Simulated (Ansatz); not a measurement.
# Platinum, dhcp under revPBE: structure, energy and stiffness, part 2 of 2

What does revPBE give for platinum in the dhcp structure? We relax it, solve it on a dense k-mesh, then scale the cell to 7 volumes from 88 to 112 % of the relaxed one and try a fit of the equation of state. Spin polarisation is left out. The k-meshes are 13×13×4 for the relaxation; 17×17×5 for the dense run; 15×15×4 for the volumes.

Ansatz 0.2.0; DFT, revPBE, plane waves (420 eV) with PAW, scalar-relativistic. The steps go on from the part before.

## (4) At 88 % of the relaxed volume

input.yaml

```yaml
crystal:
  lattice:
    - [2.685215929, 0.0, 0.0]
    - [-1.3426079645, 2.3254652091, 0.0]
    - [0.0, 0.0, 8.9681910692]
  atoms:
    - { symbol: Pt, position: [1.0, 1.0, 0.0] }
    - { symbol: Pt, position: [1.0, 1.0, 0.5] }
    - { symbol: Pt, position: [0.3333333333, 0.6666666667, 0.25] }
    - { symbol: Pt, position: [0.6666666667, 0.3333333333, 0.75] }
hamiltonian:
  xc: revpbe
  pseudopotentials:
    kind: paw
    azcp:
      Pt: "pseudopotentials/Pt.paw.azcp"
basis:
  ecutwfc: 420
  fft_grid_basis: typed
kpoints:
  mp_grid: { grid: [15, 15, 4], shift: [0, 0, 0] }
magnetization:
  spin_polarized: false
scf:
  occupations: { method: fermi_dirac, width: 0.1 }
  lower_state_search: "off"
output:
  stress: true
```

The program printed, cut to the lines that bear on the results:

```text
Warning: RAYON_NUM_THREADS=2 ignored (pool sized by the plan → 2); use --threads N
[...]
Pseudopotentials: kind: paw
Pseudopotential: Pt, paw, valence charge 18, recommended cutoff 420 eV (normal), <dir>
Functional definition: revPBE
[...]
Crystal: 4 atoms, lattice volume = 56.001 Å³
Basis set: ecut = 420 eV, 1091 PW (Γ)
Bands: 44, of which v1, the nominal top of the filled ones, is band 36 counted from 1 (35 counted from 0)
Symmetry: 24 space group operations
Space group: P63/mmc (ITA 194), of the structure as read, at distance tolerance 3.8e-5 Å
k-points: 81 of 900
[...]
SCF iter   1: F=—  HF=-50130.413173 eV  |F-HF|=—  |Δ(HF+E_count)|=         —  Δρ=5.76e-3  dr2=7.79e-3  ethr=1.77e-3  ⟨swp⟩=6.2  Hψ=12863  notcnv=0  defer=15
[...]
SCF iter   6: F=-50130.417820 eV  HF=-50130.417820 eV  |F-HF|=1.20e-9  |Δ(HF+E_count)|=   2.93e-8  Δρ=4.04e-6  dr2=5.98e-9  ethr=1.39e-10  ⟨swp⟩=4.0  Hψ=11521  notcnv=0
[...]
SCF converged after 6 iterations
Free energy (F): -50130.417820 eV
[...]
E sigma→0 (E₀):  -50130.319902 eV
Entropy (-TS):   -0.195836 eV (-48.959 meV/atom)
Fermi energy:    25.880555 eV
[...]
--- Stress (GPa, compression-positive) ---
       42.157099       0.000000       0.000000
       -0.000000      42.157099       0.000000
        0.000000       0.000000      40.962396
  P = ⅓ Tr σ = 41.7589 GPa (417.589 kbar)
```

Wall time 3.6 s (2 threads of an x86-64 CPU, shared host); peak memory 0.46 GiB.

## (5) At 92 % of the relaxed volume

input.yaml, as its differences from that of step 4:

```diff
@@ -2,5 +2,5 @@
   lattice:
-    - [2.685215929, 0.0, 0.0]
-    - [-1.3426079645, 2.3254652091, 0.0]
-    - [0.0, 0.0, 8.9681910692]
+    - [2.7252996882, 0.0, 0.0]
+    - [-1.3626498441, 2.3601787629, 0.0]
+    - [0.0, 0.0, 9.1020644042]
   atoms:
@@ -28 +28,5 @@
   stress: true
+  write_density: true
+  write_potential: true
+  elf: true
+  volumetric_format: npy
```

The program printed, cut to the lines that bear on the results:

```text
Warning: RAYON_NUM_THREADS=2 ignored (pool sized by the plan → 2); use --threads N
[...]
[... 3 set-up lines as earlier in the session ...]
[...]
Crystal: 4 atoms, lattice volume = 58.546 Å³
Basis set: ecut = 420 eV, 1165 PW (Γ)
Bands: 44, of which v1, the nominal top of the filled ones, is band 36 counted from 1 (35 counted from 0)
[... 2 set-up lines as earlier in the session ...]
k-points: 81 of 900
[...]
SCF iter   1: F=—  HF=-50130.930232 eV  |F-HF|=—  |Δ(HF+E_count)|=         —  Δρ=5.58e-3  dr2=8.13e-3  ethr=1.77e-3  ⟨swp⟩=6.1  Hψ=12683  notcnv=0  defer=25
[...]
SCF iter   6: F=-50130.935163 eV  HF=-50130.935163 eV  |F-HF|=3.20e-10  |Δ(HF+E_count)|=   2.11e-8  Δρ=3.79e-6  dr2=5.11e-9  ethr=1.39e-10  ⟨swp⟩=10.4  Hψ=21028  notcnv=0
[...]
SCF converged after 6 iterations
Free energy (F): -50130.935163 eV
[...]
E sigma→0 (E₀):  -50130.830526 eV
Entropy (-TS):   -0.209275 eV (-52.319 meV/atom)
Fermi energy:    24.422552 eV
[...]
--- Stress (GPa, compression-positive) ---
       24.305039       0.000000       0.000000
        0.000000      24.305039       0.000000
        0.000000       0.000000      23.741719
  P = ⅓ Tr σ = 24.1173 GPa (241.173 kbar)
--- Band table (eV; the first three rows and the last of 81) ---
[...]
```

It took 4.8 s on 2 threads of an x86-64 CPU, shared host; peak memory 0.48 GiB.

## (6) At 96 % of the relaxed volume

input.yaml, as its differences from that of step 5:

```diff
@@ -2,5 +2,5 @@
   lattice:
-    - [2.7252996882, 0.0, 0.0]
-    - [-1.3626498441, 2.3601787629, 0.0]
-    - [0.0, 0.0, 9.1020644042]
+    - [2.7642378017, 0.0, 0.0]
+    - [-1.3821189008, 2.3939001583, 0.0]
+    - [0.0, 0.0, 9.2321114657]
   atoms:
@@ -28,5 +28 @@
   stress: true
-  write_density: true
-  write_potential: true
-  elf: true
-  volumetric_format: npy
```

The program printed, cut to the lines that bear on the results:

```text
Warning: RAYON_NUM_THREADS=2 ignored (pool sized by the plan → 2); use --threads N
[...]
[... 3 set-up lines as earlier in the session ...]
[...]
Crystal: 4 atoms, lattice volume = 61.092 Å³
Basis set: ecut = 420 eV, 1183 PW (Γ)
Bands: 44, of which v1, the nominal top of the filled ones, is band 36 counted from 1 (35 counted from 0)
[... 2 set-up lines as earlier in the session ...]
k-points: 81 of 900
[...]
SCF iter   1: F=—  HF=-50131.200348 eV  |F-HF|=—  |Δ(HF+E_count)|=         —  Δρ=5.42e-3  dr2=8.47e-3  ethr=1.77e-3  ⟨swp⟩=5.9  Hψ=12434  notcnv=0  defer=27
[...]
SCF iter   6: F=-50131.205328 eV  HF=-50131.205328 eV  |F-HF|=1.24e-10  |Δ(HF+E_count)|=   1.46e-8  Δρ=3.74e-6  dr2=5.36e-9  ethr=1.39e-10  ⟨swp⟩=4.0  Hψ=11368  notcnv=0
[...]
SCF converged after 6 iterations
Free energy (F): -50131.205328 eV
[...]
E sigma→0 (E₀):  -50131.094026 eV
Entropy (-TS):   -0.222603 eV (-55.651 meV/atom)
Fermi energy:    23.088221 eV
[...]
--- Stress (GPa, compression-positive) ---
       10.498746       0.000000       0.000000
        0.000000      10.498746       0.000000
        0.000000       0.000000      10.436698
  P = ⅓ Tr σ = 10.4781 GPa (104.781 kbar)
```

It took 3.5 s on 2 threads of an x86-64 CPU, shared host; peak memory 0.48 GiB.

## (7) At 100 % of the relaxed volume

input.yaml, as its differences from that of step 6:

```diff
@@ -2,5 +2,5 @@
   lattice:
-    - [2.7642378017, 0.0, 0.0]
-    - [-1.3821189008, 2.3939001583, 0.0]
-    - [0.0, 0.0, 9.2321114657]
+    - [2.8021087789, 0.0, 0.0]
+    - [-1.4010543895, 2.4266973867, 0.0]
+    - [0.0, 0.0, 9.3585944634]
   atoms:
```

The program printed, cut to the lines that bear on the results:

```text
Warning: RAYON_NUM_THREADS=2 ignored (pool sized by the plan → 2); use --threads N
[...]
[... 3 set-up lines as earlier in the session ...]
[...]
Crystal: 4 atoms, lattice volume = 63.637 Å³
Basis set: ecut = 420 eV, 1267 PW (Γ)
Bands: 44, of which v1, the nominal top of the filled ones, is band 36 counted from 1 (35 counted from 0)
[... 2 set-up lines as earlier in the session ...]
k-points: 81 of 900
[...]
SCF iter   1: F=—  HF=-50131.279571 eV  |F-HF|=—  |Δ(HF+E_count)|=         —  Δρ=5.29e-3  dr2=8.47e-3  ethr=1.77e-3  ⟨swp⟩=5.8  Hψ=12156  notcnv=0  defer=28
[...]
SCF iter   6: F=-50131.284568 eV  HF=-50131.284568 eV  |F-HF|=3.78e-10  |Δ(HF+E_count)|=   1.55e-8  Δρ=4.04e-6  dr2=7.11e-9  ethr=1.39e-10  ⟨swp⟩=4.0  Hψ=11360  notcnv=0
[...]
SCF converged after 6 iterations
Free energy (F): -50131.284568 eV
[...]
E sigma→0 (E₀):  -50131.166776 eV
Entropy (-TS):   -0.235584 eV (-58.896 meV/atom)
Fermi energy:    21.863188 eV
[...]
--- Stress (GPa, compression-positive) ---
       -0.160997      -0.000000      -0.000000
       -0.000000      -0.160997      -0.000000
       -0.000000      -0.000000       0.177418
  P = ⅓ Tr σ = -0.0482 GPa (-0.482 kbar)
```

Run time: 4.5 s. Hardware: 2 threads of an x86-64 CPU, shared host; peak memory 0.47 GiB.

## (8) At 104 % of the relaxed volume

input.yaml, as its differences from that of step 7:

```diff
@@ -2,5 +2,5 @@
   lattice:
-    - [2.8021087789, 0.0, 0.0]
-    - [-1.4010543895, 2.4266973867, 0.0]
-    - [0.0, 0.0, 9.3585944634]
+    - [2.8389828599, 0.0, 0.0]
+    - [-1.4194914299, 2.4586312776, 0.0]
+    - [0.0, 0.0, 9.4817479871]
   atoms:
```

The program printed, cut to the lines that bear on the results:

```text
Warning: RAYON_NUM_THREADS=2 ignored (pool sized by the plan → 2); use --threads N
[...]
[... 3 set-up lines as earlier in the session ...]
[...]
Crystal: 4 atoms, lattice volume = 66.183 Å³
Basis set: ecut = 420 eV, 1303 PW (Γ)
Bands: 44, of which v1, the nominal top of the filled ones, is band 36 counted from 1 (35 counted from 0)
[... 2 set-up lines as earlier in the session ...]
k-points: 81 of 900
[...]
SCF iter   1: F=—  HF=-50131.211688 eV  |F-HF|=—  |Δ(HF+E_count)|=         —  Δρ=5.15e-3  dr2=8.26e-3  ethr=1.77e-3  ⟨swp⟩=5.6  Hψ=11819  notcnv=0  defer=33
[...]
SCF iter   6: F=-50131.216632 eV  HF=-50131.216632 eV  |F-HF|=5.17e-10  |Δ(HF+E_count)|=   3.37e-8  Δρ=4.98e-6  dr2=1.28e-8  ethr=1.39e-10  ⟨swp⟩=4.0  Hψ=11317  notcnv=0
[...]
SCF converged after 6 iterations
Free energy (F): -50131.216632 eV
[...]
E sigma→0 (E₀):  -50131.092616 eV
Entropy (-TS):   -0.248031 eV (-62.008 meV/atom)
Fermi energy:    20.734752 eV
[...]
--- Stress (GPa, compression-positive) ---
       -8.366444       0.000000      -0.000000
       -0.000000      -8.366444       0.000000
       -0.000000       0.000000      -7.715843
  P = ⅓ Tr σ = -8.1496 GPa (-81.496 kbar)
```

Run time: 3.7 s. Hardware: 2 threads of an x86-64 CPU, shared host; peak memory 0.49 GiB.

## (9) At 108 % of the relaxed volume

input.yaml, as its differences from that of step 8:

```diff
@@ -2,5 +2,5 @@
   lattice:
-    - [2.8389828599, 0.0, 0.0]
-    - [-1.4194914299, 2.4586312776, 0.0]
-    - [0.0, 0.0, 9.4817479871]
+    - [2.8749231671, 0.0, 0.0]
+    - [-1.4374615836, 2.4897564967, 0.0]
+    - [0.0, 0.0, 9.6017828563]
   atoms:
```

The program printed, cut to the lines that bear on the results:

```text
Warning: RAYON_NUM_THREADS=2 ignored (pool sized by the plan → 2); use --threads N
[...]
[... 3 set-up lines as earlier in the session ...]
[...]
Crystal: 4 atoms, lattice volume = 68.728 Å³
Basis set: ecut = 420 eV, 1365 PW (Γ)
Bands: 44, of which v1, the nominal top of the filled ones, is band 36 counted from 1 (35 counted from 0)
[... 1 set-up line as earlier in the session ...]
Space group: P63/mmc (ITA 194), of the structure as read, at distance tolerance 4.1e-5 Å
k-points: 81 of 900
[...]
SCF iter   1: F=—  HF=-50131.031135 eV  |F-HF|=—  |Δ(HF+E_count)|=         —  Δρ=4.97e-3  dr2=8.12e-3  ethr=1.77e-3  ⟨swp⟩=5.6  Hψ=11648  notcnv=0  defer=31
[...]
SCF iter   6: F=-50131.035660 eV  HF=-50131.035660 eV  |F-HF|=2.84e-9  |Δ(HF+E_count)|=   4.08e-8  Δρ=5.96e-6  dr2=2.07e-8  ethr=1.39e-10  ⟨swp⟩=4.0  Hψ=11277  notcnv=0
[...]
SCF converged after 6 iterations
Free energy (F): -50131.035660 eV
[...]
E sigma→0 (E₀):  -50130.905640 eV
Entropy (-TS):   -0.260040 eV (-65.010 meV/atom)
Fermi energy:    19.692109 eV
[...]
--- Stress (GPa, compression-positive) ---
      -14.646048      -0.000000       0.000000
       -0.000000     -14.646048       0.000000
        0.000000       0.000000     -13.765931
  P = ⅓ Tr σ = -14.3527 GPa (-143.527 kbar)
```

Wall time 5.5 s (2 threads of an x86-64 CPU, shared host); peak memory 0.49 GiB.

## (10) At 112 % of the relaxed volume

input.yaml, as its differences from that of step 9:

```diff
@@ -2,5 +2,5 @@
   lattice:
-    - [2.8749231671, 0.0, 0.0]
-    - [-1.4374615836, 2.4897564967, 0.0]
-    - [0.0, 0.0, 9.6017828563]
+    - [2.9099866614, 0.0, 0.0]
+    - [-1.4549933307, 2.5201223735, 0.0]
+    - [0.0, 0.0, 9.7188893106]
   atoms:
```

The program printed, cut to the lines that bear on the results:

```text
Warning: RAYON_NUM_THREADS=2 ignored (pool sized by the plan → 2); use --threads N
[...]
[... 3 set-up lines as earlier in the session ...]
[...]
Crystal: 4 atoms, lattice volume = 71.274 Å³
Basis set: ecut = 420 eV, 1389 PW (Γ)
Bands: 44, of which v1, the nominal top of the filled ones, is band 36 counted from 1 (35 counted from 0)
[... 2 set-up lines as earlier in the session ...]
k-points: 81 of 900
[...]
SCF iter   1: F=—  HF=-50130.764626 eV  |F-HF|=—  |Δ(HF+E_count)|=         —  Δρ=4.79e-3  dr2=8.05e-3  ethr=1.77e-3  ⟨swp⟩=5.5  Hψ=11512  notcnv=0  defer=30
[...]
SCF iter   6: F=-50130.768489 eV  HF=-50130.768489 eV  |F-HF|=3.36e-9  |Δ(HF+E_count)|=   3.20e-8  Δρ=5.92e-6  dr2=2.28e-8  ethr=1.39e-10  ⟨swp⟩=4.0  Hψ=11010  notcnv=0
[...]
SCF converged after 6 iterations
Free energy (F): -50130.768489 eV
[...]
E sigma→0 (E₀):  -50130.632649 eV
Entropy (-TS):   -0.271680 eV (-67.920 meV/atom)
Fermi energy:    18.726284 eV
[...]
--- Stress (GPa, compression-positive) ---
      -19.406322       0.000000       0.000000
       -0.000000     -19.406322       0.000000
        0.000000       0.000000     -18.365016
  P = ⅓ Tr σ = -19.0592 GPa (-190.592 kbar)
```

Run time: 4.2 s. Hardware: 2 threads of an x86-64 CPU, shared host; peak memory 0.5 GiB.

## (11) The equation of state

All volumes keep the relaxed shape and fractional coordinates.

```tsv
V (Å³/atom)	E − E₀ (meV/atom)	P from the stress (GPa)	P from the fit (GPa)
14.000	211.7	41.76	41.39
14.637	84.1	24.12	23.68
15.273	18.2	10.48	10.05
15.909	0.0	-0.05	-0.44
16.546	18.6	-8.15	-8.52
17.182	65.3	-14.35	-14.72
17.818	133.6	-19.06	-19.45
```

Fit (Birch-Murnaghan, third order): V₀ = 15.879 Å³/atom, B₀ = 232 GPa, B₀′ = 5.5, largest residual 0.03 meV/atom.

The fit is made to E(σ → 0), while the stress belongs to the free energy F; that is one source of the offset between the two pressures.

## (12) Results

The summary covers parts 1 to 2.

| quantity | value |
| --- | --- |
| space group (spins left aside) | P6_3/mmc (No. 194) |
| conventional cell | a = 2.802 Å, c = 9.359 Å (c/a = 3.340) |
| volume | 15.909 Å³/atom |
| shortest distance | 2.802 Å |
| gap on the mesh | none (levels filled in part) |
| relative to fcc | +30 meV/atom |
| V₀, B₀, B₀′ | 15.879 Å³/atom, 232 GPa, 5.5 |

In words: The relaxation enlarged the cell by 5.4 % in volume. It lies 30 meV/atom above the element's reference form at the same level (fcc, from a run of its own). No gap shows: it is a metal or semimetal at this level. B₀ comes out at 232 GPa; letting shape and positions relax at each volume could only lower it. The symmetry was held, so the structure may be unstable against distortions that break it.
